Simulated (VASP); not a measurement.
# Zn (P6_3/mmc) in VASP: settings compared, part 2 of 2

VASP 6.6.1.

## 5. Single point, PBE

File INCAR:

```
SYSTEM = Zn
PREC = Accurate
ENCUT = 520
EDIFF = 1E-6
ISMEAR = 0
SIGMA = 0.05
LREAL = .False.
LASPH = .True.
NELM = 80
ALGO = Fast
ISIF = 2
LWAVE = .False.
LCHARG = .False.
GGA = PE
NBANDS = 19
```

File KPOINTS:

```
regular mesh
0
Gamma
  11 11 6
  0 0 0
```

File POSCAR:

```
Zn
1.0
    2.6700000000      0.0000000000      0.0000000000
   -1.3350000000      2.3122878281      0.0000000000
    0.0000000000      0.0000000000      4.9660000000
Zn
2
Direct
    0.6666666667      0.3333333333      0.7500000000
    0.3333333333      0.6666666667      0.2500000000
```

Potentials or basis: VASP PAW PBE potentials, release 54 (Zn).

On the command line:

```sh
cat potpaw_PBE.54/Zn/POTCAR > POTCAR
mpirun -np 1 vasp_std > vasp.out
```

OUTCAR:

```text
SYSTEM = Zn
   PREC = Accurate
   ENCUT = 520
   EDIFF = 1E-6
   ISMEAR = 0
   LREAL = .False.
   LASPH = .True.
   NELM = 80
   ISIF = 2
   GGA = PE

 ion  position               nearest neighbor table
   1  0.667  0.333  0.750-   2 2.92   2 2.92   2 2.92   2 2.92   2 2.92   2 2.92
   2  0.333  0.667  0.250-   1 2.92   1 2.92   1 2.92   1 2.92   1 2.92   1 2.92

  LATTYP: Found a hexagonal cell.
 ALAT       =     2.6700000000
 C/A-ratio  =     1.8599250936

  Lattice vectors:

 A1 = (   2.6700000000,   0.0000000000,   0.0000000000)
 A2 = (  -1.3350000000,   2.3122878281,   0.0000000000)
 A3 = (   0.0000000000,   0.0000000000,   4.9660000000)

Analysis of symmetry for initial positions (statically):
=====================================================================
 Subroutine PRICEL returns:
 Original cell was already a primitive cell.

 Routine SETGRP: Setting up the symmetry group for a
 hexagonal supercell.

 Subroutine GETGRP returns: Found 24 space group operations
 (whereof 12 operations were pure point group operations)
 out of a pool of 24 trial point group operations.

The static configuration has the point symmetry D_3d.
[... 189 lines left out ...]

  energy without entropy =       -2.19951472  energy(sigma->0) =       -2.20002202

 E-fermi :   2.9235     XC(G=0): -11.5097

 val. band max:        2.9028012886   @ k =   0.3636   0.2727   0.3333
 cond. band min:       2.9271168418   @ k =   0.3636   0.2727   0.3333
 fundamental gap:      0.0243155533
 Fermi energy:         2.9235484785

 k-point     1 :       0.0000    0.0000    0.0000
  band No.  band energies     occupation
      1      -7.2821      2.00000
      2      -5.5185      2.00000
      3      -4.8376      2.00000
      4      -4.6033      2.00000
      5      -4.6033      2.00000
      6      -4.5547      2.00000
[... 857 lines left out ...]
      6      -4.5895      2.00000
[... 11 lines left out ...]
     18      16.1288      0.00000
     19      21.8295      0.00000

 [... further k-points ...]

------------------------ aborting loop because EDIFF is reached ----------------------------------------

  FORCE on cell =-STRESS in cart. coord.  units (eV):
  Direction    XX          YY          ZZ          XY          YZ          ZX
  --------------------------------------------------------------------------------------
  -------------------------------------------------------------------------------------
  Total        0.0906867      0.0906867     -0.2546284     -0.0000000      0.0000000     -0.0000000
  in kB        4.7390825      4.7390825    -13.3063060     -0.0000000      0.0000000     -0.0000000
  external PRESSURE =      -1.2760470 kB  Pullay stress =       0.0000000 kB

 VOLUME and BASIS-vectors are now :
 -----------------------------------------------------------------------------
  energy-cutoff  :      520.00
  volume of cell :       30.66
      direct lattice vectors                 reciprocal lattice vectors
     2.670000000  0.000000000  0.000000000     0.374531835  0.216236056  0.000000000
    -1.335000000  2.312287828  0.000000000     0.000000000  0.432472112  0.000000000
     0.000000000  0.000000000  4.966000000     0.000000000  0.000000000  0.201369311

 POSITION                                       TOTAL-FORCE (eV/Angst)
 -----------------------------------------------------------------------------------
      1.33500      0.77076      3.72450        -0.000000      0.000000      0.000000
     -0.00000      1.54153      1.24150         0.000000      0.000000      0.000000
 -----------------------------------------------------------------------------------
    total drift:                               -0.000000      0.000000      0.000000

  FREE ENERGIE OF THE ION-ELECTRON SYSTEM (eV)
  ---------------------------------------------------
  free  energy   TOTEN  =        -2.2005293264 eV

  energy  without entropy=       -2.1995147196  energy(sigma->0) =       -2.20002202
```

OSZICAR:

```text
N       E                     dE             d eps       ncg     rms          rms(c)
DAV:   1     0.113556549331E+03    0.11356E+03   -0.12308E+04  2512   0.199E+03
DAV:   2     0.266780724134E+01   -0.11089E+03   -0.10747E+03  2458   0.297E+02
DAV:   3    -0.237507913694E+01   -0.50429E+01   -0.50230E+01  2747   0.695E+01
DAV:   4    -0.240502720433E+01   -0.29948E-01   -0.29941E-01  2686   0.553E+00
DAV:   5    -0.240506557210E+01   -0.38368E-04   -0.38367E-04  2702   0.179E-01    0.391E+00
RMM:   6    -0.221332765783E+01    0.19174E+00   -0.72342E-01  2792   0.101E+01    0.302E+00
RMM:   7    -0.220544411967E+01    0.78835E-02   -0.20705E-02  2897   0.203E+00    0.151E+00
RMM:   8    -0.220056432703E+01    0.48798E-02   -0.55304E-03  2715   0.667E-01    0.110E-01
RMM:   9    -0.220056919497E+01   -0.48679E-05   -0.16068E-03  2963   0.569E-01    0.968E-02
RMM:  10    -0.220052745618E+01    0.41739E-04   -0.22432E-04  2925   0.162E-01    0.461E-03
RMM:  11    -0.220052946447E+01   -0.20083E-05   -0.16937E-05  2817   0.462E-02    0.397E-03
RMM:  12    -0.220052932639E+01    0.13808E-06   -0.22344E-06  1878   0.181E-02
   1 F= -.22005293E+01 E0= -.22000220E+01  d E =-.101461E-02
```

stdout:

```text
POSCAR found type information on POSCAR Zn
 POSCAR found :  1 types and       2 ions
 scaLAPACK will be used
 LDA part: xc-table for (Slater+PW92), standard interpolation
 POSCAR, INCAR and KPOINTS ok, starting setup
 FFT: planning ... GRIDC
 FFT: planning ... GRID_SOFT
 FFT: planning ... GRID
 WAVECAR not read
 entering main loop
```

It took 22 s on 1 thread of Intel Xeon Platinum 8488C (Sapphire Rapids), shared host; peak memory 0.15 GiB.

What came out:

| Property | Result |
| --- | --- |
| Free energy | -2.2005 eV |
| Pressure | -0.1 GPa |
| Band gap on the k mesh | none (metal or under the smearing width) |

Stress tensor (GPa, compression positive):
```
 0.47  0.00  0.00
 0.00  0.47  0.00
 0.00  0.00 -1.33
```

## 6. Single point, PBE

File run.py:

```python
from ase.calculators.vasp import Vasp
from ase.dft.bandgap import bandgap
from ase.spacegroup import crystal

atoms = crystal(
    ['Zn'],
    basis=[[0.6666666667, 0.3333333333, 0.75]],
    spacegroup=194,
    setting=1,
    cellpar=[2.67, 2.67, 4.966, 90.0, 90.0, 120.0],
    primitive_cell=True,
)
calc = Vasp(
    directory='calc',
    xc='pbe',
    pp='PBE',
    setups='recommended',
    pp_version='54',
    prec='Accurate',
    encut=520,
    ediff=1e-06,
    ismear=0,
    sigma=0.05,
    lreal=False,
    lasph=True,
    nelm=80,
    algo='Normal',
    isif=2,
    lwave=False,
    lcharg=False,
    kpts=[11, 11, 6],
    gamma=True,
)
atoms.calc = calc

print('energy (eV):', atoms.get_potential_energy())
print('free energy (eV):', atoms.get_potential_energy(force_consistent=True))
print('forces (eV/A):')
print(atoms.get_forces())
print('stress (eV/A^3, Voigt):', atoms.get_stress())
print('Fermi level (eV):', calc.get_fermi_level())
gap, top, bottom = bandgap(calc)
print('band gap (eV):', gap, 'from (spin, k, band)', top, 'to', bottom)
```

Potentials or basis: VASP PAW PBE potentials, release 54 (Zn).

On the command line:

```sh
python run.py
```

The log of the run:

```text
energy (eV): -2.20002244
free energy (eV): -2.20052976
forces (eV/A):
[[-0.  0.  0.]
 [ 0. -0.  0.]]
stress (eV/A^3, Voigt): [-0.00166203 -0.00166203  0.00966752  0.         -0.          0.        ]
Fermi level (eV): 2.92361585
band gap (eV): 0.0 from (spin, k, band) (None, None, None) to (None, None, None)
```

OUTCAR:

```text
ENCUT = 520.000000
   EDIFF = 1.00e-06
   GGA = PE
   PREC = Accurate
   ISIF = 2
   ISMEAR = 0
   NELM = 80
   LASPH = .TRUE.
   LREAL = .FALSE.

 ion  position               nearest neighbor table
   1  0.667  0.333  0.750-   2 2.92   2 2.92   2 2.92   2 2.92   2 2.92   2 2.92
   2  0.333  0.667  0.250-   1 2.92   1 2.92   1 2.92   1 2.92   1 2.92   1 2.92

  LATTYP: Found a hexagonal cell.
 ALAT       =     2.6700000000
 C/A-ratio  =     1.8599250936

  Lattice vectors:

 A1 = (   2.6700000000,   0.0000000000,   0.0000000000)
 A2 = (  -1.3350000000,   2.3122878281,   0.0000000000)
 A3 = (   0.0000000000,   0.0000000000,   4.9660000000)

Analysis of symmetry for initial positions (statically):
=====================================================================
 Subroutine PRICEL returns:
 Original cell was already a primitive cell.

 Routine SETGRP: Setting up the symmetry group for a
 hexagonal supercell.

 Subroutine GETGRP returns: Found 24 space group operations
 (whereof 12 operations were pure point group operations)
 out of a pool of 24 trial point group operations.

The static configuration has the point symmetry D_3d.
 The point group associated with its full space group is D_6h.

Analysis of symmetry for dynamics (positions and initial velocities):
=====================================================================
 Subroutine PRICEL returns:
 Original cell was already a primitive cell.

 Routine SETGRP: Setting up the symmetry group for a
 hexagonal supercell.

 Subroutine GETGRP returns: Found 24 space group operations
 (whereof 12 operations were pure point group operations)
 out of a pool of 24 trial point group operations.

The dynamic configuration has the point symmetry D_3d.
 The point group associated with its full space group is D_6h.

 Subroutine INISYM returns: Found 24 space group operations
 (whereof 12 operations are pure point group operations),
 and found     1 'primitive' translations

----------------------------------------------------------------------------------------

                                     Primitive cell

  volume of cell :      30.6591

  direct lattice vectors                    reciprocal lattice vectors
     2.670000000  0.000000000  0.000000000     0.374531835  0.216236056  0.000000000
    -1.335000000  2.312287828  0.000000000     0.000000000  0.432472112  0.000000000
     0.000000000  0.000000000  4.966000000     0.000000000  0.000000000  0.201369311

  length of vectors
     2.670000000  2.670000000  4.966000000     0.432472112  0.432472112  0.201369311

  position of ions in fractional coordinates (direct lattice)
[... 109 lines left out ...]
   IBRION =     -1    ionic relax: 0-MD 1-quasi-New 2-CG
   NFREE  =      0    steps in history (QN), initial steepest desc. (CG)
   ISIF   =      2    stress and relaxation
   ISYM   =      2    0-nonsym 1-usesym 2-fastsym
   POTIM  = 0.5000    time-step for ionic-motion
   TEBEG  =    0.0;   TEEND  =   0.0 temperature during run
   PSTRESS=    0.0 pullay stress
   NELECT =      24.0000    total number of electrons
   NUPDOWN=      -1.0000    fix difference up-down
   EMIN   =  10.00;   EMAX   =-10.00  energy-range for DOS
   EFERMI =   0.00;   METHOD = LEGACY
   ISMEAR =     0;   SIGMA  =   0.05  broadening in eV -4-tet -1-fermi 0-gaus
   EFERMI_NEDOS =   21; number of points for ismear=-14 and -15
   IALGO  =     38    algorithm
   IMIX   =      4    mixing-type and parameters
     AMIX     =   0.40;   BMIX     =  1.00
     AMIX_MAG =   1.60;   BMIX_MAG =  1.00
  volume/ion in A,a.u.               =      15.33       103.45
  Fermi-wavevector in a.u.,A,eV,Ry     =   1.508778  2.851177 30.972445  2.276410
  Thomas-Fermi vector in A             =   2.619187
   LORBIT       =      0    0 simple, 1 ext, 2 COOP (PROOUT), +10 PAW based schemes
   GGA     = PE    functional components
   LHFCALC =     F    Hartree Fock is set to
   AEXX    =    0.0000 exact exchange contribution
   IVDW    =     0    specifies the selected vdW correction
   LEPSILON=     F    determine dielectric tensor
   LRPA    =     F    only Hartree local field effects (RPA)
 non-spin polarized calculation
 Gauss-broadening in eV      SIGMA  =   0.05
  energy-cutoff  :      520.00
  volume of cell :       30.66
 maximum number of plane-waves:       846
 NGX is ok and might be reduce to    20
   NGX =  9   NGY =  9   NGZ = 19

 number of electron      24.0000011 magnetization

 Free energy of the ion-electron system (eV)
  ---------------------------------------------------
  ext. energy  EPLUGINS =         0.00000000
  ---------------------------------------------------
  free energy    TOTEN  =        -2.20052976 eV

  energy without entropy =       -2.19951512  energy(sigma->0) =       -2.20002244

 E-fermi :   2.9236     XC(G=0): -11.5097

 val. band max:        2.9028668843   @ k =   0.3636   0.2727   0.3333
 cond. band min:       2.9271882138   @ k =   0.3636   0.2727   0.3333
 fundamental gap:      0.0243213295
 Fermi energy:         2.9236158546

 k-point     1 :       0.0000    0.0000    0.0000
  band No.  band energies     occupation
      1      -7.2821      2.00000
      2      -5.5182      2.00000
      3      -4.8373      2.00000
      4      -4.6030      2.00000
      5      -4.6030      2.00000
      6      -4.5543      2.00000
[... 737 lines left out ...]
      3      -4.8235      2.00000
      4      -4.7782      2.00000
      5      -4.6924      2.00000
      6      -4.5892      2.00000
[... 8 lines left out ...]
     15      12.4462      0.00000
     16      13.6965      0.00000

 [... further k-points ...]

------------------------ aborting loop because EDIFF is reached ----------------------------------------

  FORCE on cell =-STRESS in cart. coord.  units (eV):
  Direction    XX          YY          ZZ          XY          YZ          ZX
  --------------------------------------------------------------------------------------
  -------------------------------------------------------------------------------------
  Total        0.0509563      0.0509563     -0.2963976     -0.0000000     -0.0000000      0.0000000
  in kB        2.6628619      2.6628619    -15.4890702     -0.0000000     -0.0000000      0.0000000
  external PRESSURE =      -3.3877822 kB  Pullay stress =       0.0000000 kB

 VOLUME and BASIS-vectors are now :
 -----------------------------------------------------------------------------
  energy-cutoff  :      520.00
  volume of cell :       30.66
      direct lattice vectors                 reciprocal lattice vectors
     2.670000000  0.000000000  0.000000000     0.374531835  0.216236056  0.000000000
    -1.335000000  2.312287828  0.000000000     0.000000000  0.432472112  0.000000000
     0.000000000  0.000000000  4.966000000     0.000000000  0.000000000  0.201369311

 POSITION                                       TOTAL-FORCE (eV/Angst)
 -----------------------------------------------------------------------------------
      1.33500      0.77076      3.72450        -0.000000      0.000000      0.000000
     -0.00000      1.54153      1.24150         0.000000     -0.000000      0.000000
 -----------------------------------------------------------------------------------
    total drift:                               -0.000000      0.000000      0.000000

  FREE ENERGIE OF THE ION-ELECTRON SYSTEM (eV)
  ---------------------------------------------------
  free  energy   TOTEN  =        -2.2005297628 eV

  energy  without entropy=       -2.1995151244  energy(sigma->0) =       -2.20002244
```

INCAR:

```text
ENCUT = 520.000000
SIGMA = 0.050000
EDIFF = 1.00e-06
ALGO = Normal
GGA = PE
PREC = Accurate
ISIF = 2
ISMEAR = 0
NELM = 80
LASPH = .TRUE.
LCHARG = .FALSE.
LWAVE = .FALSE.
LREAL = .FALSE.
```

Run time: 20 s. Hardware: 1 thread of Intel Xeon Platinum 8488C (Sapphire Rapids), shared host; peak memory 0.15 GiB.

Results:

- Free energy: -2.2005 eV
- Pressure: -0.3 GPa
- Band gap on the k mesh: none (metal or under the smearing width)

Stress tensor (GPa, compression positive):
```
 0.27  0.00  0.00
 0.00  0.27  0.00
 0.00  0.00 -1.55
```

Levels at points of the mesh, in eV from the Fermi level:
| k point | band 8 | band 9 | band 10 | band 11 | band 12 | band 13 | band 14 | band 15 | band 16 |
| --- | --- | --- | --- | --- | --- | --- | --- | --- | --- |
| (0.00, 0.00, 0.00) | -7.16 | -7.16 | -6.96 | -6.96 | -3.47 | -2.93 | 13.62 | 17.25 | 17.49 |
| (0.00, 0.00, 0.50) | -7.47 | -7.04 | -7.04 | -7.04 | -7.04 | 4.66 | 4.66 | 18.77 | 18.77 |

## 7. The reference run

An earlier run on the cell as given: functional PBEsol; potentials or basis VASP PAW PBE potentials, release 64 (Zn); cutoff 520 eV; k mesh 11 × 11 × 6; occupations fermi-dirac, width 0.05 eV; no spin polarisation.

* Pressure: -5.3 GPa
* Band gap on the k mesh: none (metal or under the smearing width)

## 8. Overview

```tsv
task	level	potentials or basis	cutoff (eV)	smearing	ladder	gap on the mesh (eV)	pressure (GPa)
single point	PBEsol	VASP PAW PBE potentials, release 64 (Zn_GW)	550	gaussian 0.1 eV	-	none	-5.8
electron localisation function	r2SCAN	VASP PAW PBE potentials, release 54 (Zn)	500	methfessel-paxton 0.1 eV	-	none	-4.2
single point	PBE	VASP PAW PBE potentials, release 54 (Zn)	520	gaussian 0.05 eV	-	none	-0.3
single point	PBEsol	VASP PAW PBE potentials, release 64 (Zn)	520	fermi-dirac 0.05 eV	free	none	-5.3
```

Alike in all rows: no spin polarisation; cell as given; k mesh 11 × 11 × 6.

Caveats: the PAW data sets were made with another functional, which shifts forces and pressure a little (some runs).

Absolute energies hang on the potentials; compare differences alone.
